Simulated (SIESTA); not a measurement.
The system is Cu.

```xyz
1
Lattice="0.0000 1.8075 1.8075 1.8075 0.0000 1.8075 1.8075 1.8075 0.0000" Properties=species:S:1:pos:R:3 pbc="T T T"
Cu    0.0000    0.0000    0.0000
```

Base run:

| Item | Value |
| --- | --- |
| Program | SIESTA 5.4.2 |
| Functional | PBE-libxc |
| Potentials or basis | PseudoDojo 0.4 standard (PBE files) |
| Basis | DZP (energy shift 0.002 Ry) |
| Grid cutoff | 800 Ry |
| Energy shift | 0.002 Ry |
| k mesh | 13 × 13 × 13 |
| Occupations | fermi-dirac, width 0.05 eV |
| Spin | no spin polarisation |

Its results: band gap on the k mesh none (metal or under the smearing width); pressure 0.8 GPa.

Problem. The run is repeated on the same cell with these changes: functional from PBE-libxc to vdW-DF2. What comes out?

Solution. Band gap on the k mesh none (metal or under the smearing width); pressure 13.3 GPa.

Caveats: semicore shells carry a single zeta, which can move pressures by several GPa and volumes by a few percent; the basis of atomic orbitals isn't converged, which shifts pressures, moduli and gaps; the potentials were made for another functional, which shifts forces and pressure (some runs); the real-space grid breaks the cell's symmetry a little (some runs).

Not every run made on this cell is shown here.
